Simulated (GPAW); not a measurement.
# MnO (Fm-3m) in GPAW: further runs

Aim: see how the results for MnO move with the level of theory and the settings. Levels: LDA, BP86+D3(BJ), BLYP+D4. Tasks: band structure, equation of state.

Everything below comes from runs of GPAW 26.7.0. Logs are shortened: lines on timing, memory, paths and dates and some standing lists are left out, and cuts for length are marked. The log counts tension as positive stress, the text compression.

## (1) The crystal as given

The structure is cubic, space group Fm-3m (No. 225). Conventional cell: a = 4.448 Å, b = 4.448 Å, c = 4.448 Å, α = 90.00°, β = 90.00°, γ = 90.00°. Mn (site symmetry m-3m) has 6 O at 2.22 Å as nearest neighbours. O (site symmetry m-3m) has 6 Mn at 2.22 Å as nearest neighbours.

The cell is a database's computed one.

## (2) Band structure, LDA, collinear spin, ferromagnetic start

File run.py:

```python
import spglib
from ase import Atoms
from ase.dft.bandgap import bandgap
from ase.io import read, write
from ase.units import GPa
from gpaw import GPAW, PW

atoms = read('MnO.cif')
cell, positions, numbers = spglib.find_primitive(
    (atoms.cell[:], atoms.get_scaled_positions(), atoms.numbers), symprec=1e-4)
atoms = Atoms(numbers, cell=cell, scaled_positions=positions, pbc=True)
atoms.set_initial_magnetic_moments([4.0, 0.0])

calc = GPAW(mode=PW(800),
            xc='LDA',
            kpts={'size': (7, 7, 7), 'gamma': True},
            occupations={'name': 'fermi-dirac', 'width': 0.05},
            nbands=21,
            convergence={'density': 1e-05, 'energy': 1e-05},
            maxiter=150,
            txt='gpaw.txt')
atoms.calc = calc
energy = atoms.get_potential_energy()
forces = atoms.get_forces()
stress = atoms.get_stress()
calc.write('gs.gpw')
write('result.traj', atoms)
print(f'Energy: {energy:.6f} eV')
print('Forces (eV/A):')
print(forces.round(4))
print('Stress (GPa):', (stress / GPa).round(3))
print('Moments:', calc.get_magnetic_moments().round(3))
print('Fermi level:', round(calc.get_fermi_level(), 4), 'eV')
print(f'Gap: {bandgap(calc)[0]:.4f} eV, direct: {bandgap(calc, direct=True)[0]:.4f} eV')

path = atoms.cell.bandpath('GXWKGLUWLK,UX', npoints=100, eps=1e-4)
bs_calc = calc.fixed_density(kpts=path, symmetry='off', nbands=31,
                             convergence={'bands': 'CBM+6.0', 'eigenstates': 1e-6}, txt='bands.txt')
bs = bs_calc.band_structure()
bs.write('bs.json')
print(f'Gap on the path: {bandgap(bs_calc)[0]:.4f} eV')
```

File MnO.cif:

```cif
data_MnO
_cell_length_a 4.44781541
_cell_length_b 4.44781541
_cell_length_c 4.44781541
_cell_angle_alpha 90.00000000
_cell_angle_beta 90.00000000
_cell_angle_gamma 90.00000000
_space_group_name_H-M_alt 'Fm-3m'
_space_group_name_Hall '-F 4 2 3'
_space_group_IT_number 225
loop_
_space_group_symop_operation_xyz
'x,y,z'
'-x,-y,-z'
'-y,x,z'
'y,-x,-z'
'-x,-y,z'
'x,y,-z'
'y,-x,z'
'-y,x,-z'
'x,-y,-z'
'-x,y,z'
'-y,-x,-z'
'y,x,z'
'-x,y,-z'
'x,-y,z'
'y,x,-z'
'-y,-x,z'
'z,x,y'
'-z,-x,-y'
'z,-y,x'
'-z,y,-x'
'z,-x,-y'
'-z,x,y'
'z,y,-x'
'-z,-y,x'
'-z,x,-y'
'z,-x,y'
'-z,-y,-x'
'z,y,x'
'-z,-x,y'
'z,x,-y'
'-z,y,x'
'z,-y,-x'
'y,z,x'
'-y,-z,-x'
'x,z,-y'
'-x,-z,y'
'-y,z,-x'
'y,-z,x'
'-x,z,y'
'x,-z,-y'
'-y,-z,x'
'y,z,-x'
'-x,-z,-y'
'x,z,y'
'y,-z,-x'
'-y,z,x'
'x,-z,y'
'-x,z,-y'
'x,y+1/2,z+1/2'
'-x,-y+1/2,-z+1/2'
'-y,x+1/2,z+1/2'
'y,-x+1/2,-z+1/2'
[... 63 lines left out ...]
'-z+1/2,y,-x+1/2'
'z+1/2,-x,-y+1/2'
'-z+1/2,x,y+1/2'
'z+1/2,y,-x+1/2'
'-z+1/2,-y,x+1/2'
'-z+1/2,x,-y+1/2'
'z+1/2,-x,y+1/2'
'-z+1/2,-y,-x+1/2'
'z+1/2,y,x+1/2'
'-z+1/2,-x,y+1/2'
'z+1/2,x,-y+1/2'
'-z+1/2,y,x+1/2'
'z+1/2,-y,-x+1/2'
'y+1/2,z,x+1/2'
'-y+1/2,-z,-x+1/2'
'x+1/2,z,-y+1/2'
'-x+1/2,-z,y+1/2'
'-y+1/2,z,-x+1/2'
'y+1/2,-z,x+1/2'
'-x+1/2,z,y+1/2'
'x+1/2,-z,-y+1/2'
'-y+1/2,-z,x+1/2'
'y+1/2,z,-x+1/2'
'-x+1/2,-z,-y+1/2'
'x+1/2,z,y+1/2'
'y+1/2,-z,-x+1/2'
'-y+1/2,z,x+1/2'
'x+1/2,-z,y+1/2'
'-x+1/2,z,-y+1/2'
'x+1/2,y+1/2,z'
'-x+1/2,-y+1/2,-z'
'-y+1/2,x+1/2,z'
'y+1/2,-x+1/2,-z'
'-x+1/2,-y+1/2,z'
'x+1/2,y+1/2,-z'
'y+1/2,-x+1/2,z'
'-y+1/2,x+1/2,-z'
'x+1/2,-y+1/2,-z'
'-x+1/2,y+1/2,z'
'-y+1/2,-x+1/2,-z'
'y+1/2,x+1/2,z'
'-x+1/2,y+1/2,-z'
'x+1/2,-y+1/2,z'
'y+1/2,x+1/2,-z'
'-y+1/2,-x+1/2,z'
'z+1/2,x+1/2,y'
'-z+1/2,-x+1/2,-y'
'z+1/2,-y+1/2,x'
'-z+1/2,y+1/2,-x'
'z+1/2,-x+1/2,-y'
'-z+1/2,x+1/2,y'
'z+1/2,y+1/2,-x'
'-z+1/2,-y+1/2,x'
'-z+1/2,x+1/2,-y'
'z+1/2,-x+1/2,y'
'-z+1/2,-y+1/2,-x'
'z+1/2,y+1/2,x'
'-z+1/2,-x+1/2,y'
'z+1/2,x+1/2,-y'
'-z+1/2,y+1/2,x'
'z+1/2,-y+1/2,-x'
'y+1/2,z+1/2,x'
'-y+1/2,-z+1/2,-x'
'x+1/2,z+1/2,-y'
'-x+1/2,-z+1/2,y'
'-y+1/2,z+1/2,-x'
'y+1/2,-z+1/2,x'
'-x+1/2,z+1/2,y'
'x+1/2,-z+1/2,-y'
'-y+1/2,-z+1/2,x'
'y+1/2,z+1/2,-x'
'-x+1/2,-z+1/2,-y'
'x+1/2,z+1/2,y'
'y+1/2,-z+1/2,-x'
'-y+1/2,z+1/2,x'
'x+1/2,-z+1/2,y'
'-x+1/2,z+1/2,-y'
loop_
_atom_site_label
_atom_site_type_symbol
_atom_site_symmetry_multiplicity
_atom_site_Wyckoff_symbol
_atom_site_fract_x
_atom_site_fract_y
_atom_site_fract_z
_atom_site_occupancy
Mn1 Mn 4 a 0.0000000000 0.0000000000 0.0000000000 1
O1 O 4 b 0.5000000000 0.0000000000 0.0000000000 1
```

Potentials or basis: the program's PAW data sets (release 1.2.1) made for this functional, pw.

Launch:

```sh
$ OMP_NUM_THREADS=1 python run.py
```

gpaw.txt:

```text
__  _  _
 | _ |_)|_||  |
 |__||  | ||/\| - 26.7.0

Input parameters:
  mode=PW(ecut=800.0),
  convergence={'density': 1e-05, 'energy': 1e-05},
  kpts=MonkhorstPack(size=(7, 7, 7), gamma=True),
  maxiter=150,
  nbands=21,
  occupations=Occupations(name='fermi-dirac', width=0.05),
  xc=XC(name='LDA')

Diagonalizing LCAO Hamiltonian
Converting LCAO to pw mode

              O

       Mn

Atoms  # Å, Bohr magnetons
|   | symbol |        x |        y |        z |    initial magnetic moments |
|---|--------|----------|----------|----------|-----------------------------|
| 0 |     Mn | 0.000000 | 0.000000 | 0.000000 | ( 0.0000,  0.0000,  4.0000) |
| 1 |      O | 2.223908 | 2.223908 | 2.223908 | ( 0.0000,  0.0000,  0.0000) |

Unit cell  # Å
| periodic |        x |        y |        z |  lengths |    angles |
|----------|----------|----------|----------|----------|-----------|
|      yes | 0.000000 | 2.223908 | 2.223908 | 3.145080 | 60.000000 |
|      yes | 2.223908 | 0.000000 | 2.223908 | 3.145080 | 60.000000 |
|      yes | 2.223908 | 2.223908 | 0.000000 | 3.145080 | 60.000000 |

Number of symmetries: 48
Symmetry operations  # r_c * U_cc + t_c -> r_c
|    | kind |            matrix            |
|----|------|------------------------------|
|  0 |  σ   |  1, 0, 0,  1, 0,-1,  1,-1, 0 |
|  1 |  C2  |  1, 0, 0,  1,-1, 0,  1, 0,-1 |
|  2 |  E   |  1, 0, 0,  0, 1, 0,  0, 0, 1 |
|  3 |  σ   |  1, 0, 0,  0, 0, 1,  0, 1, 0 |
|  4 |  C4  |  1, 0,-1,  1, 0, 0,  1,-1, 0 |
|  5 |  S6  |  1, 0,-1,  1,-1, 0,  1, 0, 0 |
|  6 |  σ   |  1, 0,-1,  0, 1,-1,  0, 0,-1 |
|  7 |  C3  |  1, 0,-1,  0, 0,-1,  0, 1,-1 |
|  8 |  S6  |  1,-1, 0,  1, 0, 0,  1, 0,-1 |
|  9 |  C4  |  1,-1, 0,  1, 0,-1,  1, 0, 0 |
| 10 |  C3  |  1,-1, 0,  0,-1, 1,  0,-1, 0 |
| 11 |  σ   |  1,-1, 0,  0,-1, 0,  0,-1, 1 |
| 12 |  σ   |  0, 1, 0,  1, 0, 0,  0, 0, 1 |
| 13 |  C4  |  0, 1, 0,  0, 1,-1, -1, 1, 0 |
| 14 |  C3  |  0, 1, 0,  0, 0, 1,  1, 0, 0 |
| 15 |  S6  |  0, 1, 0, -1, 1, 0,  0, 1,-1 |
| 16 |  C2  |  0, 1,-1,  1, 0,-1,  0, 0,-1 |
| 17 |  σ   |  0, 1,-1,  0, 1, 0, -1, 1, 0 |
| 18 |  S4  |  0, 1,-1,  0, 0,-1,  1, 0,-1 |
| 19 |  C4  |  0, 1,-1, -1, 1, 0,  0, 1, 0 |
| 20 |  C3  |  0, 0, 1,  1, 0, 0,  0, 1, 0 |
| 21 |  σ   |  0, 0, 1,  0, 1, 0,  1, 0, 0 |
| 22 |  S6  |  0, 0, 1,  0,-1, 1, -1, 0, 1 |
| 23 |  C4  |  0, 0, 1, -1, 0, 1,  0,-1, 1 |
| 24 |  S4  |  0, 0,-1,  1, 0,-1,  0, 1,-1 |
| 25 |  C3  |  0, 0,-1,  0, 1,-1,  1, 0,-1 |
| 26 |  C2  |  0, 0,-1,  0,-1, 0, -1, 0, 0 |
| 27 |  S6  |  0, 0,-1, -1, 0, 0,  0,-1, 0 |
| 28 |  S4  |  0,-1, 1,  1,-1, 0,  0,-1, 0 |
| 29 |  C4  |  0,-1, 1,  0, 0, 1, -1, 0, 1 |
| 30 |  C2  |  0,-1, 1,  0,-1, 0,  1,-1, 0 |
| 31 |  σ   |  0,-1, 1, -1, 0, 1,  0, 0, 1 |
| 32 |  C3  |  0,-1, 0,  1,-1, 0,  0,-1, 1 |
| 33 |  S6  |  0,-1, 0,  0, 0,-1, -1, 0, 0 |
| 34 |  S4  |  0,-1, 0,  0,-1, 1,  1,-1, 0 |
| 35 |  C2  |  0,-1, 0, -1, 0, 0,  0, 0,-1 |
| 36 |  C2  | -1, 1, 0,  0, 1, 0,  0, 1,-1 |
| 37 |  S6  | -1, 1, 0,  0, 1,-1,  0, 1, 0 |
| 38 |  S4  | -1, 1, 0, -1, 0, 1, -1, 0, 0 |
| 39 |  C3  | -1, 1, 0, -1, 0, 0, -1, 0, 1 |
| 40 |  S6  | -1, 0, 1,  0, 0, 1,  0,-1, 1 |
| 41 |  C2  | -1, 0, 1,  0,-1, 1,  0, 0, 1 |
| 42 |  C3  | -1, 0, 1, -1, 1, 0, -1, 0, 0 |
| 43 |  S4  | -1, 0, 1, -1, 0, 0, -1, 1, 0 |
| 44 |  C2  | -1, 0, 0,  0, 0,-1,  0,-1, 0 |
| 45 |  i   | -1, 0, 0,  0,-1, 0,  0, 0,-1 |
| 46 |  σ   | -1, 0, 0, -1, 1, 0, -1, 0, 1 |
| 47 |  C2  | -1, 0, 0, -1, 0, 1, -1, 1, 0 |

BZ-sampling:
  Number of BZ points: 343
  Number of IBZ points: 20

  Monkhorst-Pack size: [7, 7, 7]
  Monkhorst-Pack shift: [0, 0, 0]

K-points  # in reciprocal-cell coordinates
|     |                                coordinates |     weight |
|-----|--------------------------------------------|------------|
|   0 | (  0.00000000,   0.00000000,   0.00000000) | 0.00291545 |
|   1 | (  0.14285714,   0.14285714,   0.00000000) | 0.01749271 |
|   2 | (  0.14285714,   0.14285714,   0.14285714) | 0.02332362 |
|   3 | (  0.28571429,   0.14285714,   0.14285714) | 0.03498542 |
[... 44 lines left out ...]
      filter: 2.14  # [Å]
      core: 0.86  # [Å]
    projectors
    | kind |    occ | energy [eV] | rcut [Å] |
    |------|--------|-------------|----------|
    |   3s |  2.000 |     -85.387 |    1.275 |
    |   4s |  2.000 |      -5.282 |    1.275 |
    |   3p |  6.000 |     -54.493 |    1.281 |
    |   4p |  0.000 |      -1.471 |    1.281 |
    |   3d |  5.000 |      -7.009 |    1.138 |
    |    d |        |      20.203 |    1.138 |

    Using partial waves for Mn as LCAO basis

  O:
    name:    Oxygen
    Z:       8.0
    valence: 6
    core:    2
    charge:  0.0  # [|e|]
    compensation charges:
      type: gauss
      rc: 0.21  # [Å]
      lmax: 2
    cutoffs:
      filter: 1.17  # [Å]
      core: 0.83  # [Å]
    projectors
    | kind |    occ | energy [eV] | rcut [Å] |
    |------|--------|-------------|----------|
    |   2s |  2.000 |     -23.752 |    0.688 |
    |   2p |  4.000 |      -9.195 |    0.598 |
    |    s |        |       3.459 |    0.688 |
    |    p |        |      18.016 |    0.598 |
    |    d |        |       0.000 |    0.619 |

    Using partial waves for O as LCAO basis

Reference energy: -33483.380042  # eV

eigensolver:
  PPCG
  Converge bands: occupied
  niter=2

density mixing:
  MSR1-Mixer
  Pratt-step length: 0.05
  Maximum mixing coefficient: 0.75
  Old densities: 10
  SVD Regularization: 0.005
  Good broyden scale: 1.0
  Trust region scale: 1.0
  Backstep threshold: 4.0
  History deletion threshold: 6.0
  Fourier metric: weight=20.0, sigma=0.015

occupation numbers:
  Fermi-Dirac:
    width: 0.0500  # eV

poisson solver:
  ecut: 6400.0  # eV

xc functional:
  name: None

convergence criteria:
- Maximum integral of absolute [dens]ity change: 1e-05 electrons / valence electron
- Maximum [total energy] change in last 3 cyles: 1e-05 eV / valence electron
- Maximum integral of absolute [eigenst]ate change: 4e-08 eV^2 / valence electron
maximum number of iterations: 150

SCF iterations
|iter     | |      energy | eigst |  dens |  magmom |
|---------|-|-------------|-------|-------|---------|
|iter:   1| |  -19.230145 | +0.15 |       |  +4.0030|
|iter:   2| |  -19.014651 | -2.05 | -0.97 |  +4.0339|
|iter:   3| |  -18.564374 | -2.21 | -1.01 |  +4.2868|
|iter:   4| |  -18.578381 | -3.94 | -1.50 |  +4.4226|
|iter:   5| |  -18.582918 | -3.46 | -1.84 |  +4.5267|
|iter:   6| |  -18.582910 | -4.89 | -2.34 |  +4.5566|
|iter:   7| |  -18.582957c| -5.44 | -2.90 |  +4.5664|
|iter:   8| |  -18.582960c| -6.83 | -3.53 |  +4.5683|
|iter:   9| |  -18.582960c| -7.91c| -3.93 |  +4.5676|
|iter:  10| |  -18.582960c| -8.78c| -4.81 |  +4.5676|
|iter:  11| |  -18.582960c| -8.57c| -5.21c|  +4.5676|

Converged in 11 steps
Energy contributions relative to reference atoms: (reference = -33483.380042)

Energy contributions:
  Kinetic:          15.766009
  Coulomb:         -13.886975
  Zero:              0.288455
  External:          0.000000
  Xc:              -20.748367
  Entropy:          -0.004163
  Spinorbit:         0.000000
  ----------------------------
  Free energy:     -18.585041
  Extrapolated:    -18.582960

dipole moment: (-9.825892, -9.825892, -9.825892)  # |e|*Ang

Total magnetic moment: (0.000000, 0.000000, 4.567607)

Local magnetic moments
|        x |        y |        z |
|----------|----------|----------|
| 0.000000 | 0.000000 | 4.065074 |  # Mn   0
| 0.000000 | 0.000000 | 0.149805 |  # O    1

Fermi level: 7.767
Eigenvalues  # (at kpt = [0.000, 0.000, 0.000])
| band index |      eig [eV] | occ [0-1] |      eig [eV] | occ [0-1] |
|------------|---------------|-----------|---------------|-----------|
|          0 |       -72.915 |     1.000 |       -68.512 |     1.000 |
|        ... |               |           |               |           |
|          3 |       -42.050 |     1.000 |       -37.773 |     1.000 |
|          4 |       -12.338 |     1.000 |       -11.868 |     1.000 |
|          5 |         3.842 |     1.000 |         4.277 |     1.000 |
|          6 |         3.842 |     1.000 |         4.277 |     1.000 |
|          7 |         3.842 |     1.000 |         4.277 |     1.000 |
|          8 |         4.712 |     1.000 |         8.174 |     0.000 |
[... 8 lines left out ...]
|         17 |        23.913 |     0.000 |        25.504 |     0.000 |
|         18 |        27.206 |     0.000 |        28.960 |     0.000 |
|        ... |               |           |               |           |
|         20 |        27.206 |     0.000 |        28.960 |     0.000 |

No gap
No difference between direct/indirect transitions

Forces  # eV/Ang
|        x |       y |       z |
|----------|---------|---------|
|  0.00000 | 0.00000 | 0.00000 |  # Mn   0
| -0.00000 | 0.00000 | 0.00000 |  # O    1

Stress tensor  # eV/Ang^3
|         x |         y |        z |
|-----------|-----------|----------|
|  0.096137 | -0.000000 | 0.000000 |
| -0.000000 |  0.096137 | 0.000000 |
|  0.000000 |  0.000000 | 0.096137 |

# Writing to gs.gpw (mode='')
```

Wall time 89 s (1 thread of Arm Neoverse V1, shared host); peak memory 0.33 GiB.

What came out:

```yaml
Free_energy: -18.5850 eV
Pressure: -15.4 GPa
Band_gap_along_the_path: none (metal or under the smearing width)
Net_moment: 4.57 μB per cell
Site_moments: Mn +4.07; O +0.15 μB
```

Levels at the corners of the path, in eV from the Fermi level:
Spin up:
| point | band 10 | band 11 | band 12 | band 13 | band 14 |
| --- | --- | --- | --- | --- | --- |
| Γ | -3.06 | -3.06 | -2.55 | -2.55 | -0.53 |
| X | -2.10 | -1.81 | -1.81 | -1.72 | 4.89 |
| W | -2.29 | -1.81 | -1.81 | -0.79 | 6.88 |
| K | -1.97 | -1.77 | -1.47 | -0.83 | 6.26 |
| Γ | -3.06 | -3.06 | -2.55 | -2.55 | -0.53 |
| L | -2.11 | -1.71 | 0.34 | 0.34 | 3.37 |
| U | -1.97 | -1.77 | -1.47 | -0.83 | 6.26 |
| W | -2.29 | -1.81 | -1.81 | -0.79 | 6.88 |
| L | -2.11 | -1.71 | 0.34 | 0.34 | 3.37 |
| K | -1.97 | -1.77 | -1.47 | -0.83 | 6.26 |
| U | -1.97 | -1.77 | -1.47 | -0.83 | 6.26 |
| X | -2.10 | -1.81 | -1.81 | -1.72 | 4.89 |
Spin down:
| point | band 4 | band 5 | band 6 | band 7 | band 8 | band 9 | band 10 | band 11 | band 12 | band 13 |
| --- | --- | --- | --- | --- | --- | --- | --- | --- | --- | --- |
| Γ | -45.54 | -19.63 | -3.49 | -3.49 | -3.49 | 0.41 | 0.41 | 0.41 | 0.53 | 1.08 |
| X | -45.57 | -18.65 | -6.56 | -4.47 | -4.47 | -1.17 | 1.69 | 1.93 | 2.15 | 2.15 |
| W | -45.57 | -18.57 | -5.84 | -5.84 | -5.38 | 0.97 | 0.97 | 1.90 | 2.15 | 2.68 |
| K | -45.56 | -18.59 | -6.21 | -5.86 | -4.79 | 0.12 | 1.89 | 1.93 | 2.12 | 2.59 |
| Γ | -45.54 | -19.63 | -3.49 | -3.49 | -3.49 | 0.41 | 0.41 | 0.41 | 0.53 | 1.08 |
| L | -45.55 | -18.65 | -7.54 | -5.00 | -5.00 | 1.65 | 1.69 | 1.69 | 3.46 | 3.46 |
| U | -45.56 | -18.59 | -6.21 | -5.86 | -4.79 | 0.12 | 1.89 | 1.93 | 2.12 | 2.59 |
| W | -45.57 | -18.57 | -5.84 | -5.84 | -5.38 | 0.97 | 0.97 | 1.90 | 2.15 | 2.68 |
| L | -45.55 | -18.65 | -7.54 | -5.00 | -5.00 | 1.65 | 1.69 | 1.69 | 3.46 | 3.46 |
| K | -45.56 | -18.59 | -6.21 | -5.86 | -4.79 | 0.12 | 1.89 | 1.93 | 2.12 | 2.59 |
| U | -45.56 | -18.59 | -6.21 | -5.86 | -4.79 | 0.12 | 1.89 | 1.93 | 2.12 | 2.59 |
| X | -45.57 | -18.65 | -6.56 | -4.47 | -4.47 | -1.17 | 1.69 | 1.93 | 2.15 | 2.15 |

Caveat: so large a pressure means that the cell lies far from this level's equilibrium, or that cutoff or potentials fall short; a cell with one magnetic atom can't hold antiferromagnetic order, which such compounds often take; semilocal functionals often make such compounds metallic where correlation or magnetic order opens a gap, which also shifts bond lengths.

## (3) Equation of state, BP86+D3(BJ), collinear spin, ferromagnetic start

File run.py:

```python
from ase.calculators.mixing import SumCalculator
from ase.eos import EquationOfState
from ase.io import Trajectory, read
from ase.units import GPa
from dftd3.ase import DFTD3
from gpaw import GPAW, PW, setup_paths

setup_paths.insert(0, '.')

atoms = read('MnO.xyz')
atoms.set_initial_magnetic_moments([4.0, 0.0])

traj = Trajectory('eos.traj', 'w')
volumes, energies = [], []
for x in [0.94, 0.96, 0.98, 1.0, 1.02, 1.04, 1.06]:
    a = atoms.copy()
    a.set_cell(atoms.cell * x**(1 / 3), scale_atoms=True)
    calc = GPAW(mode=PW(800),
                xc='GGA_X_B88+GGA_C_P86',
                kpts={'size': (7, 7, 7), 'gamma': True},
                occupations={'name': 'fermi-dirac', 'width': 0.05},
                nbands=21,
                convergence={'density': 1e-05, 'energy': 1e-05},
                maxiter=150,
                txt=f'eos-{x:.2f}.txt')
    a.calc = SumCalculator([calc, DFTD3(method='bp', damping='d3bj')])
    energies.append(a.get_potential_energy())
    volumes.append(a.get_volume())
    p = -a.get_stress()[:3].mean() / GPa
    calc.write(f'eos-{x:.2f}.gpw')
    traj.write(a)
    print(f'{x:.2f} {volumes[-1]:10.4f} A^3 {energies[-1]:14.6f} eV {p:9.3f} GPa', flush=True)

v0, e0, B = EquationOfState(volumes, energies, eos='birchmurnaghan').fit()
print(f'V0 = {v0:.4f} A^3, E0 = {e0:.6f} eV, B0 = {B / GPa:.2f} GPa')
```

File MnO.xyz:

```xyz
2
Lattice="0.0000000000 2.2239077028 2.2239077028 2.2239077028 0.0000000000 2.2239077028 2.2239077028 2.2239077028 0.0000000000" Properties=species:S:1:pos:R:3 pbc="T T T"
Mn     0.0000000000      0.0000000000      0.0000000000
O      2.2239077028      2.2239077028      2.2239077028
```

Potentials or basis: PAW data sets generated in the run's folder for this functional, pw.

Launch:

```sh
$ gpaw-setup -f GGA_X_B88+GGA_C_P86 Mn O
$ OMP_NUM_THREADS=1 python run.py
```

Run time: 3.2 min. Hardware: 1 thread of Arm Neoverse V1, shared host; peak memory 0.26 GiB.

It converged, with:

```yaml
Equilibrium_volume: "11.39 Å³/atom (rough: see the caveat)"
Bulk_modulus: 3466 GPa (rough)
```

Energy against volume, from the lowest point:
| volume (Å³/atom) | energy (meV/atom) |
| --- | --- |
| 10.339 | 257.34 |
| 10.559 | 257.36 |
| 10.779 | 261.74 |
| 10.999 | 29.79 |
| 11.219 | 0.00 |
| 11.439 | 18.32 |
| 11.659 | 38.22 |

Caveat: the energies scatter about the fit; the fit is doubtful: noisy points or a state that changes with volume.

[end of part 1 of 2]
